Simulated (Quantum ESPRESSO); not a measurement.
The system is ZrSe2.

```
Zr Se
1.0
     3.79800    0.00000    0.00000
    -1.89900    3.28916    0.00000
     0.00000    0.00000    6.19200
Zr Se
1 2
Direct
  0.00000 0.00000 0.00000
  0.66667 0.33333 0.75000
  0.33333 0.66667 0.25000
```

Base run:

* Program: Quantum ESPRESSO 7.5
* Functional: PBEsol
* Potentials or basis: SSSP 1.3 efficiency PBE
* Cutoff: 748 eV
* Density cutoff: 5987 eV
* k mesh: 8 × 8 × 5
* Occupations: fermi-dirac, width 0.05 eV
* Spin: no spin polarisation
* Hubbard terms: Zr d U = 1 eV

Its results: band gap on the k mesh 0.49 eV, indirect (least direct gap 1.15 eV); pressure -0.3 GPa; largest force 0.168 eV/Å.

Q: After a change of settings the same cell gave: band gap on the k mesh 1.03 eV, indirect (least direct gap 1.72 eV); pressure 2.5 GPa; largest force 0.392 eV/Å. Which change was it?
A. hubbard terms from Zr d U = 1 eV to Zr d U = 4 eV
B. hubbard terms from Zr d U = 1 eV to Zr d U = 3 eV
C. hubbard terms from Zr d U = 1 eV to none

A: A.

Caveats: the potentials were made for another functional, which shifts forces and pressure; an odd mesh through Γ misses points on the zone boundary, where band edges often lie; this functional lacks dispersion, which binds the layers, so the pressure and a relaxed spacing across them are unreliable.
